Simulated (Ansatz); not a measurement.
# BN: what symmetry allows forces and stress to be

```
B N
1.0
     0.00000    1.81300    1.81300
     1.81300    0.00000    1.81300
     1.81300    1.81300    0.00000
B N
1 1
Direct
  0.00000 0.00000 0.00000
  0.72518 0.77482 0.77482
```

Level of theory: DFT PBEsol, scalar-relativistic, plane waves, PAW (Ansatz 0.2.0).

Cutoff 420 eV; k points 12×12×12 on the computed 2-atom cell (Γ-centred); Gaussian smearing, width 0.02 eV; no spin polarisation.

This distorted cell has space group Imm2, with 4 operations.

Q: Without a calculation: in which directions can each atom feel a force?

A: A force must be left unchanged by every operation that keeps its atom in place, so it lies in the space that those operations leave fixed. Atoms that the group maps onto each other feel forces of one size.
```
atom site symmetry operations at the site equivalent to atom allowed force (Cartesian)
  B1            mm2                       4                   1   along (1.00, 0.00, 0.00)
  N2            mm2                       4                   2   along (1.00, 0.00, 0.00)
```

That leaves 2 independent force components of 6, tied by 1 condition that the forces sum to zero, so 1 remains. A relaxation in this cell that keeps the symmetry moves the atoms in these directions alone.

Q: And the stress tensor?

A: It must be invariant under the point group, which leaves 3 independent components: xz, xy vanish; yy = zz.

Q: Do the computed values obey this?

A: Yes. Forces (eV/Å):
```
B1   2.084  0.000  0.000
N2  -2.084  0.000  0.000
```

Stress (GPa, compression positive, xx yy zz yz xz xy): -4.69 -3.63 -3.63 1.95 0.00 0.00. The program imposes the same operations on density, forces and stress, so this confirms the analysis and is no independent test of the calculation.